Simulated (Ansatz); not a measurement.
# Pd(110) / 1 layer Rh(110) / Pd(110): resistance against film thickness

Aim: what a thin film of another metal adds to the resistance, first Pd(110) / 1 layer Rh(110) / Pd(110).

Program: Ansatz 0.2.0. Level of theory: Ansatz plane-wave DFT, PBE, PAW files; ballistic transport by layer matching (Landauer), zero bias; PAW set soft_1, in the first sound run; inputs show where later runs differ. Results are calculated unless marked as measured.

## (1) The starting structure

The cell holds 14 atoms: 13 Pd and 1 Rh. Cell: a = 2.751 Å, b = 3.890 Å, c = 19.164 Å, α = 90.0°, β = 90.0°, γ = 90.0°. It derives from Pd and Rh. Regions: lead, 13 atoms (13 Pd); films, 1 atom (1 Rh). The structure is stacked along c, and the current runs across the ab planes.

## (2) With 1 layer

The film is laid into the lead at the lead's in-plane lattice, and the cell closes on the lead's own image. The mesh across the current, 26×18, is finer than the density's, because channels open and close sharply across the zone. Energies from -1 to 1 eV in steps of 0.036 eV cover the slope of the Fermi function at 300 K, so the program can form a conductance.

Input file input.yaml:

```yaml
crystal:
  lattice:
    - [2.7505039575, 0.0, 0.0]
    - [0.0, 3.8898, 0.0]
    - [0.0, 0.0, 19.1636029221]
  atoms:
    - { symbol: Pd, position: [0.0, 0.0, 0.0358818742] }
    - { symbol: Pd, position: [0.5, 0.5, 0.1076456226] }
    - { symbol: Pd, position: [0.0, 0.0, 0.179409371] }
    - { symbol: Pd, position: [0.5, 0.5, 0.2511731194] }
    - { symbol: Pd, position: [0.0, 0.0, 0.3229368678] }
    - { symbol: Pd, position: [0.5, 0.5, 0.3947006163] }
    - { symbol: Rh, position: [0.0, 0.0, 0.4641181258] }
    - { symbol: Pd, position: [0.5, 0.5, 0.5335356353] }
    - { symbol: Pd, position: [0.0, 0.0, 0.6052993837] }
    - { symbol: Pd, position: [0.5, 0.5, 0.6770631322] }
    - { symbol: Pd, position: [0.0, 0.0, 0.7488268806] }
    - { symbol: Pd, position: [0.5, 0.5, 0.820590629] }
    - { symbol: Pd, position: [0.0, 0.0, 0.8923543774] }
    - { symbol: Pd, position: [0.5, 0.5, 0.9641181258] }
kpoints:
  mp_grid: { grid: [14, 10, 2] }
hamiltonian:
  xc: pbe
  pseudopotentials: { kind: paw, azcp: { folder: soft_1 } }
scf:
  occupations: { method: fermi_dirac, width: 0.1 }
output:
  transmission: { leads: [[0, 1]], kmesh: [26, 18], e_range: [-1.0, 1.0], de: 0.036 }
  write_potential: true
  write_density: true
  volumetric_format: npy
  elf: true
```

Run with:

```bash
$ ansatz run input.yaml --threads 4 --pin off --max-ram 8192MiB --backend cpu --events-out ev --progress --plain --runs-dir out
```

Numbers of over 12 decimals in the logs are rounded to 6 here.

The program printed:

```text
Engine: ansatz 0.2.0, aarch64-unknown-linux-gnu
Pseudopotentials: kind: paw
Pseudopotential: Pd, paw, valence charge 18, recommended cutoff 420 eV (normal), soft_1/Pd.paw.azcp
Pseudopotential: Rh, paw, valence charge 17, recommended cutoff 420 eV (normal), soft_1/Rh.paw.azcp
Functional definition: PBE
  parameter kappa = 0.804
  parameter beta = 0.066725
  exchange = pbe_x(kappa = kappa, mu = beta*pi^2/3)
  correlation = pbe_c(beta = beta)
Crystal: 14 atoms, lattice volume = 205.030 Å³
Basis set: ecut = 420 eV, 4029 PW (Γ)
Bands: 151, of which v1, the nominal top of the filled ones, is band 126 counted from 1 (125 counted from 0)
Symmetry: 8 space group operations
Space group: Pmmm (ITA 47), of the structure as read, at distance tolerance 5.9e-5 Å
k-points: 96 of 280
Non-local potential: Pd, projectors of the file, l = 0: 2, l = 1: 2, l = 2: 2, l = 3: 1
Non-local potential: Rh, projectors of the file, l = 0: 3, l = 1: 2, l = 2: 2, l = 3: 1
PAW form: soft (Blöchl's): semilocal exchange-correlation on the pseudo side does not see the compensation charge
PAW one-centre angular grid: Pd, 590 points (default); XC on 64 Gauss nodes
PAW one-centre angular grid: Rh, 590 points (default); XC on 64 Gauss nodes
Initial density: superposition of atomic densities (chi_scale 0.1, normalization cell, long waves kept (reshape's long-wave potential 0.65 eV rms))
Initial wavefunctions: pseudopotential atomic-orbital guess
Functional: x = pbe(κ = 0.804, μ = 0.219515), c = pbe(β = 0.066725)
SCF iter   1: F=—  HF=-97066.543465 eV  |F-HF|=—  |Δ(HF+E_count)|=         —  Δρ=1.84e-1  dr2=2.99e2  ethr=3.10e-3  ⟨swp⟩=5.0  Hψ=46490  notcnv=0  defer=199
preconditioner: auto → Kerker (q_TF=auto, 2.822 Å⁻¹)  [metal: Δε(μ)=0.002 eV  Ē_g=8.358 eV  σ=0.100 eV  W_gap=0.01  n_scr=80 (ndim 8)  ℏωp=30.6 eV  f_vac=0.000  D(μ)=17.02/eV (n_scr^D=196)]
SCF iter   2: F=—  HF=-97054.374776 eV  |F-HF|=—  |Δ(HF+E_count)|=    1.22e1  Δρ=8.64e-2  dr2=9.78e1  ethr=3.10e-3  ⟨swp⟩=2.1  Hψ=26301  notcnv=0  defer=970
SCF iter   3: F=—  HF=-97050.826294 eV  |F-HF|=—  |Δ(HF+E_count)|=    3.55e0  Δρ=1.87e-2  dr2=1.38e0  ethr=3.10e-3  ⟨swp⟩=2.1  Hψ=23496  notcnv=0  defer=996
SCF iter   4: F=—  HF=-97050.762271 eV  |F-HF|=—  |Δ(HF+E_count)|=   6.40e-2  Δρ=6.98e-3  dr2=2.25e0  ethr=5.50e-4  ⟨swp⟩=2.0  Hψ=17210  notcnv=0  defer=1055
SCF iter   5: F=—  HF=-97050.747750 eV  |F-HF|=—  |Δ(HF+E_count)|=   1.45e-2  Δρ=2.43e-3  dr2=2.91e-1  ethr=5.50e-4  ⟨swp⟩=1.0  Hψ=13438  notcnv=0  defer=1055
SCF iter   6: F=—  HF=-97050.745510 eV  |F-HF|=—  |Δ(HF+E_count)|=   2.24e-3  Δρ=9.75e-4  dr2=2.30e-2  ethr=1.16e-4  ⟨swp⟩=1.0  Hψ=13438  notcnv=0  defer=1055
SCF iter   7: F=—  HF=-97050.745340 eV  |F-HF|=—  |Δ(HF+E_count)|=   1.70e-4  Δρ=2.65e-4  dr2=8.28e-4  ethr=9.15e-6  ⟨swp⟩=1.0  Hψ=13438  notcnv=0  defer=1055
SCF iter   8: F=—  HF=-97050.745339 eV  |F-HF|=—  |Δ(HF+E_count)|=   6.07e-7  Δρ=7.15e-5  dr2=4.83e-5  ethr=3.30e-7  ⟨swp⟩=1.0  Hψ=13440  notcnv=0  defer=1055
SCF iter   9: F=—  HF=-97050.745048 eV  |F-HF|=—  |Δ(HF+E_count)|=   2.92e-4  Δρ=2.41e-5  dr2=6.62e-6  ethr=1.92e-8  ⟨swp⟩=1.2  Hψ=13732  notcnv=0  defer=1055
SCF iter  10: F=—  HF=-97050.745048 eV  |F-HF|=—  |Δ(HF+E_count)|=   4.12e-9  Δρ=6.33e-6  dr2=3.75e-7  ethr=2.64e-9  ⟨swp⟩=1.0  Hψ=13439  notcnv=0  defer=1055
SCF iter  11: F=-97050.745048 eV  HF=-97050.745048 eV  |F-HF|=8.92e-8  |Δ(HF+E_count)|=   6.77e-9  Δρ=2.40e-6  dr2=9.14e-8  ethr=3.98e-11  ⟨swp⟩=9.1  Hψ=41249  notcnv=0
SCF 1 converged in 11 iterations: F = -97050.745048 eV  dr2 = 9.14e-8
  greatest PAW one-centre occupation: 1.000 electrons in one spin orbital (limit 2), on the Rh atom at site 6 (counted from 0), in its partial waves of l = 0
transmission: 462 of 4620 steps passed
transmission: 924 of 4620 steps passed
[...]
transmission: 4620 of 4620 steps passed
SCF converged after 11 iterations
Free energy (F): -97050.745048 eV
Harris-Foulkes:  -97050.745048 eV  (|F-HF|=8.92e-8)
Internal energy: -97049.853647 eV  (E = F + TS)
E sigma→0 (E₀):  -97050.299347 eV
Entropy (-TS):   -0.891401 eV (-63.671 meV/atom)
Fermi energy:    19.923519 eV
--- Per-component energies (eV) ---
  E_band       = -1888.696136
  E_kinetic    = 6371.487614
  E_local      = -25264.918593  (includes V_loc(G=0)·N_el)
  E_nonlocal   = 5116.021103
  E_hartree    = 10127.378231
  E_xc         = -2005.261771
  E_vxc        = -2534.411416  (∫ρ·V_xc dr)
  E_paw        = -53142.598863  (= ΣΔE_a)
  E_vpaw       = -5831.633553  (= ΣTr[D̂ρ^β])
  E_aug_tail   = 0.003363  (compensation charges beyond the density's cutoff)
  E_ewald      = -38251.964731
  E_smearing   = -0.891401  (= −TS)
  E_closure    = -0.000000  (closes the sum)
  Σ components = -97050.745048   (vs F -97050.745048, Δ=0.00e0)
--- Band table (eV; the first three rows and the last of 96) ---
  k-point 0: bands = [... 122 lower, 19.4521, 19.5478, 19.5795, 19.6885, 19.9106, 20.0215, 20.1173, 20.2202, ... 21 higher]
  k-point 1: bands = [... 122 lower, 19.7374, 19.7840, 19.8160, 19.8481, 19.8603, 19.9357, 19.9399, 20.0680, ... 21 higher]
  k-point 2: bands = [... 122 lower, 19.3477, 19.4413, 19.6807, 19.7761, 19.8768, 20.0569, 20.0638, 20.1050, ... 21 higher]
  k-point 95: bands = [... 122 lower, 19.8586, 20.1020, 20.1642, 20.5350, 21.5450, 21.5638, 21.6519, 21.6589, ... 21 higher]
--- Transmission ---
  basis      : 93 plane waves across, 33 finite elements along
  points     : 140, standing for a mesh of 26 x 18
  filling    : by the input's occupations and mesh, since the crystals that have channels conduct as metals do. If one of these is a semiconductor, that mesh has misplaced its level
  energies   : 56 from -1.000000 to 0.980000 eV about the Fermi level, 0.036000 eV apart; the leads are filled to 0.000000 eV, and channels, transmission and decay are at 0.008000 eV
  crystal 0  : Pd2, at the sites [0, 1], period 2.7505 Å, over 17.88 Å; its Hamiltonian steps by up to 2.7 meV
    offset         : up to 0.0000 Å between an atom of the period and one for which it stands
    filled         : 29.0 meV over the level at which it is neutral
    channels       : 2.190171e0 a spin
    conductance    : 1.6339e15 S/m² at 300 K; may be off by some 0.0 % by where its bands' edges are placed, 3.7 % from the k-mesh, 9.5 % from the distance to neutral
    slowest decay  : 0.0171 /Å at (0.3462, 0.4444)
  junction   : crystal 0 to crystal 0, -0.00 to 16.41 Å
    transmission   : 1.414577e0 a spin
    conductance    : 1.0815e15 S/m² at 300 K (1.0764e15 on every other point, 1.0785e15 on every other energy)
    error estimate : 0.3 % from the energy spacing and 2.8 % from band edges of the leads and from resonances (wavevectors taken as independent; lower de), 4.2 % from the k-mesh, 5.8 % from the steps of its leads' Hamiltonians or their offsets (lay more layers), 8.8 % from the distance to neutral
    resistance     : 3.1332e-4 Ω µm² beyond half of each lead's own
```

Wall time 12 min (4 threads of Arm Neoverse V1, shared host); peak memory 2.2 GiB; 43 min of CPU time.

In the SCF lines HF is the Harris–Foulkes energy and dr2 the Hartree energy of the density residual, in eV; the loop may stop once dr2 is under the threshold and the program's other checks hold. Hψ counts applications of the Hamiltonian.

This step gave:

| Quantity | Value |
| --- | --- |
| free energy | -97050.7450 eV |
| energy at zero smearing | -97050.2993 eV |
| Fermi energy | 19.92 eV |
| cell area | 10.70 Å² |
| step of the lead's potential | 2.7 meV |
| ballistic conductance of the lead | 1.63e15 S/m² |
| estimated errors of the lead's conductance | 0, 3.7, 9.5 % (band edges, k-mesh, distance from neutral) |
| lead conductance per cell | 2.256 G₀ |
| conductance of the junction | 1.08e15 S/m² |
| junction conductance per cell | 1.493 G₀ |
| estimated errors of the junction's conductance | 0.3, 2.8, 4.2, 5.8, 8.8 % (energy step, band edges, k-mesh, leads' steps, distance from neutral) |
| area resistance that the stack adds (contact term taken off, spin by spin) | 0.3133 fΩ m² |

Per spin. The transmission, zone mean by energy, zero at the Fermi level:

| energy (eV) | transmission, zone mean |
| --- | --- |
| -1.000 | 2.41 |
| -0.964 | 2.39 |
| -0.892 | 2.40 |
| -0.856 | 2.39 |
| -0.784 | 2.38 |
| -0.748 | 2.38 |
| -0.676 | 2.33 |
| -0.640 | 2.33 |
| -0.568 | 2.32 |
| -0.532 | 2.37 |
| -0.460 | 2.39 |
| -0.424 | 2.40 |
| -0.352 | 2.38 |
| -0.316 | 2.35 |
| -0.244 | 2.29 |
| -0.208 | 2.29 |
| -0.136 | 2.11 |
| -0.100 | 1.96 |
| -0.028 | 1.64 |
| 0.008 | 1.41 |
| 0.080 | 1.22 |
| 0.116 | 1.13 |
| 0.188 | 1.02 |
| 0.224 | 0.957 |
| 0.296 | 0.855 |
| 0.332 | 0.872 |
| 0.404 | 0.910 |
| 0.440 | 0.916 |
| 0.512 | 0.931 |
| 0.548 | 0.933 |
| 0.620 | 0.968 |
| 0.656 | 0.970 |
| 0.728 | 1.00 |
| 0.764 | 1.01 |
| 0.836 | 1.03 |
| 0.872 | 1.04 |
| 0.944 | 1.05 |
| 0.980 | 1.07 |

Per spin. Table of open channels, zone mean, lead by energy, zero at the Fermi level:

energy (eV), open channels, zone mean, lead and a bar from the least value:
```
   -1.000       3.02 ###########################
   -0.892       2.99 ##########################
   -0.820       2.98 ##########################
   -0.712       2.99 ##########################
   -0.640       3.03 ###########################
   -0.532       3.15 ############################
   -0.424       3.20 #############################
   -0.352       3.21 #############################
   -0.244       3.29 ##############################
   -0.136       3.17 ############################
   -0.064       2.78 ########################
    0.008       2.19 ################
    0.044       1.93 #############
    0.116       1.67 ##########
    0.224       1.39 ######
    0.332       0.91 
    0.404       0.96 #
    0.512       0.97 #
    0.620       0.99 #
    0.692       1.01 #
    0.800       1.03 ##
    0.872       1.06 ##
    0.980       1.11 ###
```

Transmission over k1 and k2. At 0.0080 eV from the Fermi level.

Ten even steps from '_' (0.00) to '@' (3.63):
```
++==::____::::::::++------==------++::::::::____::==
++++::==::::::::......::++++++::......::::::::==::++
++++--==::----::..______++++++______..::----::==--++
::++++++--::++**++......::--::......++**++::--++++++
----++--====++++::====::--==--::====::++++====--++--
==::--..------::::::--++**++**++--::::::------..--::
==--====****----========--##--========----****====--
@@@@====++==++++======--******--======++++==++====@@
%%****--********++====--******--====++********--****
@@@@====++==++++======--******--======++++==++====@@
==--====****----========--##--========----****====--
==::--..------::::::--++**++**++--::::::------..--::
----++--====++++::====::--==--::====::++++====--++--
::++++++--::++**++......::--::......++**++::--++++++
++++--==::----::..______++++++______..::----::==--++
++++::==::::::::......::++++++::......::::::::==::++
++==::____::::::::++------==------++::::::::____::==
++==::__________++++++--==--==--++++++__________::==
```
Columns: k1 (b1) from -0.5 to 0.462; rows upwards: k2 (b2) from -0.5 to 0.444.

Open channels over k1 and k2. At 0.0080 eV from the Fermi level.

Values, 12 rows by 16 columns, each cell a mean:
```
2.00 2.05 1.26 0.95 1.00 1.31 1.74 2.00 2.00 1.95 1.67 1.05 1.00 0.69 1.95 2.00
2.00 2.15 1.92 1.62 1.62 1.00 1.08 1.74 2.82 1.44 1.00 1.21 1.67 1.36 2.46 2.00
3.33 2.41 2.85 3.21 3.85 2.72 1.36 1.41 2.49 1.21 1.69 3.44 3.72 3.00 2.56 2.82
2.00 2.00 2.54 3.00 2.72 2.00 2.23 3.41 3.26 3.00 2.00 2.21 2.90 3.00 2.15 2.00
2.67 2.15 2.54 3.00 2.92 2.00 2.00 2.21 2.74 2.08 2.00 2.31 3.00 3.00 2.15 2.41
4.00 3.28 2.54 3.00 2.97 2.36 2.00 2.62 3.00 2.23 2.00 2.72 3.00 3.00 2.46 3.74
3.33 2.31 2.54 3.00 2.92 2.00 2.00 2.41 2.87 2.15 2.00 2.31 3.00 3.00 2.15 2.82
2.00 2.00 2.54 3.00 2.51 2.00 2.31 3.33 3.13 3.13 2.00 2.10 2.79 3.00 2.15 2.00
2.67 2.21 2.69 3.10 3.69 2.36 1.56 1.82 2.74 1.41 1.85 3.03 3.51 3.00 2.36 2.41
2.67 2.31 2.28 2.38 2.62 1.69 1.05 1.41 2.90 1.15 1.18 2.15 2.64 2.03 2.56 2.41
2.00 2.10 1.59 0.97 1.00 1.15 1.49 2.00 2.00 1.90 1.33 1.03 1.00 0.85 2.21 2.00
2.00 2.00 0.92 0.31 0.44 1.82 2.00 2.00 2.00 2.00 2.00 1.28 0.33 0.18 1.69 2.00
```
Columns: k1 (b1) from -0.5 to 0.462; rows upwards: k2 (b2) from -0.5 to 0.444.

ELF in the ca plane at fractional y = 0.000, with atoms of Pd and Rh within 0.2 Å of it. It is the smooth field of the valence electrons, not physical close to the nuclei.

Values, 5 rows by 16 columns, each cell a mean:
```
0.37 0.31 0.33 0.37 0.25 0.36 0.38 0.24 0.62 0.45 0.29 0.36 0.29 0.34 0.37 0.23
0.32 0.21 0.22 0.31 0.18 0.25 0.28 0.18 0.31 0.25 0.20 0.32 0.20 0.23 0.31 0.18
0.21 0.17 0.17 0.21 0.16 0.19 0.20 0.17 0.23 0.21 0.17 0.21 0.17 0.18 0.20 0.16
0.39 0.25 0.26 0.39 0.20 0.32 0.35 0.20 0.43 0.32 0.23 0.39 0.23 0.28 0.38 0.19
0.31 0.32 0.33 0.31 0.27 0.34 0.34 0.25 0.66 0.49 0.31 0.30 0.30 0.34 0.32 0.25
```
Columns run along c (16.0 Å, from fractional 0.01 to 0.85 of the cell), rows up along a (2.8 Å). Atoms in or near the plane, at fractional coordinates: Pd at (0.04, 0.00), Pd at (0.18, 0.00), Pd at (0.32, 0.00), Rh at (0.46, 0.00), Pd at (0.61, 0.00), Pd at (0.75, 0.00).

Valence density in the ca plane at fractional y = 0.000, with atoms of Pd and Rh within 0.2 Å of it. It is the smooth field of the valence electrons, not physical close to the nuclei.

Ten even steps from '0' (0 e/Å³) to '9' (16 e/Å³), each cell a mean:
```
58610002674000048620002564000148610002684100
13200000231000013200000221000013200000231000
00000000000000000000000000000000000000000000
00000000000000000000000000000000000000000000
00000000000000000000000000000000000000000000
11100000110000001100000110000001100000110000
36410001553000036410001452000036410001463000
69720003895000159830002784100159820002895100
```
Columns run along c (16.0 Å, from fractional 0.01 to 0.85 of the cell), rows up along a (2.8 Å). Atoms in or near the plane, at fractional coordinates: Pd at (0.04, 0.00), Pd at (0.18, 0.00), Pd at (0.32, 0.00), Rh at (0.46, 0.00), Pd at (0.61, 0.00), Pd at (0.75, 0.00).

Electrostatic potential energy in the ca plane at fractional y = 0.000, with atoms of Pd and Rh within 0.2 Å of it. With pseudopotentials it is smooth inside the atoms' cores, unlike the true potential.

Values in eV, 5 rows by 16 columns, each cell a mean:
```
-35   5   1 -34  14 -13 -25  16 -36 -13   9 -36   8  -2 -32  16
  6  19  18   6  21  14  10  22   6  14  20   6  20  17   7  22
 19  22  22  19  23  21  20  23  18  21  23  18  22  22  19  23
 -8  15  13  -7  20   5  -2  20  -9   5  17  -9  16  11  -6  20
-44   1  -3 -43  12 -20 -33  14 -44 -20   6 -45   4  -8 -41  14
```
Columns run along c (16.0 Å, from fractional 0.01 to 0.85 of the cell; values clipped at the 3rd and 97th percentile), rows up along a (2.8 Å). Atoms in or near the plane, at fractional coordinates: Pd at (0.04, 0.00), Pd at (0.18, 0.00), Pd at (0.32, 0.00), Rh at (0.46, 0.00), Pd at (0.61, 0.00), Pd at (0.75, 0.00).

The lead's potential steps by 2.7 meV from period to period, small in itself. The program estimates the junction's conductance to 4.2 % from the k-mesh, 8.8 % from the leads' distance from neutral and 5.8 % from their steps.

By hand: 1/G − 1/G_lead = 1/1.081 − 1/1.634 = 0.313 fΩ m² with G in 10¹⁵ S/m².

## (3) With 3 layers, film layers 3

The stack now holds 3 film layers; the k-mesh follows the cell, and the energies span -0.27 to 0.27 eV.

System of this step: Pd(110) / 3 layers Rh(110) / Pd(110). The cell holds 16 atoms: 13 Pd and 3 Rh. Cell: a = 2.751 Å, b = 3.890 Å, c = 21.734 Å, α = 90.0°, β = 90.0°, γ = 90.0°. It derives from Pd and Rh. Regions: lead, 13 atoms (13 Pd); films, 3 atoms (3 Rh). The structure is stacked along c, and the current runs across the ab planes.

Input file input.yaml:

```yaml
crystal:
  lattice:
    - [2.7505039575, 0.0, 0.0]
    - [0.0, 3.8898, 0.0]
    - [0.0, 0.0, 21.7342573193]
  atoms:
    - { symbol: Pd, position: [0.0, 0.0, 0.0316378876] }
    - { symbol: Pd, position: [0.5, 0.5, 0.0949136627] }
    - { symbol: Pd, position: [0.0, 0.0, 0.1581894378] }
    - { symbol: Pd, position: [0.5, 0.5, 0.221465213] }
    - { symbol: Pd, position: [0.0, 0.0, 0.2847409881] }
    - { symbol: Pd, position: [0.5, 0.5, 0.3480167632] }
    - { symbol: Rh, position: [0.0, 0.0, 0.4092238047] }
    - { symbol: Rh, position: [0.5, 0.5, 0.4683621124] }
    - { symbol: Rh, position: [0.0, 0.0, 0.5275004202] }
    - { symbol: Pd, position: [0.5, 0.5, 0.5887074617] }
    - { symbol: Pd, position: [0.0, 0.0, 0.6519832368] }
    - { symbol: Pd, position: [0.5, 0.5, 0.7152590119] }
    - { symbol: Pd, position: [0.0, 0.0, 0.778534787] }
    - { symbol: Pd, position: [0.5, 0.5, 0.8418105622] }
    - { symbol: Pd, position: [0.0, 0.0, 0.9050863373] }
    - { symbol: Pd, position: [0.5, 0.5, 0.9683621124] }
kpoints:
  mp_grid: { grid: [14, 10, 2] }
hamiltonian:
  xc: pbe
  pseudopotentials: { kind: paw, azcp: { folder: soft_1 } }
scf:
  occupations: { method: fermi_dirac, width: 0.1 }
output:
  transmission:
    leads: [[0, 1]]
    kmesh: [26, 18]
    e_range: [-0.27, 0.27]
    de: 0.036
  write_potential: true
  write_density: true
  volumetric_format: npy
```

The program printed:

```text
[...]
Crystal: 16 atoms, lattice volume = 232.533 Å³
Basis set: ecut = 420 eV, 4549 PW (Γ)
Bands: 171, of which v1, the nominal top of the filled ones, is band 143 counted from 1 (142 counted from 0)
Symmetry: 8 space group operations
[...]
k-points: 96 of 280
[...]
--- Transmission ---
  basis      : 93 plane waves across, 38 finite elements along
  points     : 140, standing for a mesh of 26 x 18
[...]
filled         : 29.6 meV over the level at which it is neutral
    channels       : 2.096154e0 a spin
[...]
slowest decay  : 0.0110 /Å at (0.3462, 0.4444)
  junction   : crystal 0 to crystal 0, 0.00 to 18.98 Å
    transmission   : 1.149046e0 a spin
[...]
resistance     : 5.1712e-4 Ω µm² beyond half of each lead's own
[key lines of the parts left out:]
SCF converged after 12 iterations
Free energy (F): -109856.615464 eV
Fermi energy:    20.227828 eV
```

Run time: 7.8 min. Hardware: 4 threads; peak memory 2.7 GiB; 27 min of CPU time.

Numbers from this step:

- free energy: -109856.6155 eV
- energy at zero smearing: -109856.1488 eV
- Fermi energy: 20.23 eV
- step of the lead's potential: 2.6 meV
- estimated errors of the lead's conductance: 0, 3.7, 9.7 % (band edges, k-mesh, distance from neutral)
- lead conductance per cell: 2.250 G₀
- conductance of the junction: 8.84e14 S/m²
- junction conductance per cell: 1.221 G₀
- estimated errors of the junction's conductance: 0.9, 3.2, 4.4, 7.5, 6.9 % (energy step, band edges, k-mesh, leads' steps, distance from neutral)
- area resistance that the stack adds (contact term taken off, spin by spin): 0.5171 fΩ m²

Per spin. The transmission, zone mean by energy, zero at the Fermi level:

| energy (eV) | transmission, zone mean |
| --- | --- |
| -0.270 | 2.00 |
| -0.234 | 1.95 |
| -0.198 | 1.91 |
| -0.162 | 1.80 |
| -0.126 | 1.66 |
| -0.090 | 1.53 |
| -0.054 | 1.37 |
| -0.018 | 1.23 |
| 0.018 | 1.15 |
| 0.054 | 1.11 |
| 0.090 | 1.09 |
| 0.126 | 0.978 |
| 0.162 | 0.880 |
| 0.198 | 0.768 |
| 0.234 | 0.713 |
| 0.270 | 0.680 |

The conductance of the junction is 8.8e14 S/m², 18 % under the 1.1e15 S/m² of the last finished run.

(Part 1 of 2 ends here.)

[Logs are printed without paths, hosts, clocks, repeated set-up lines and the standing remarks that a program may print on its own settings, such as how far it seeks lower states.]

[Hosts, paths, dates, database ids (printed as entryN), source tags and the programs' standing remarks are cut or masked in the printed files.]
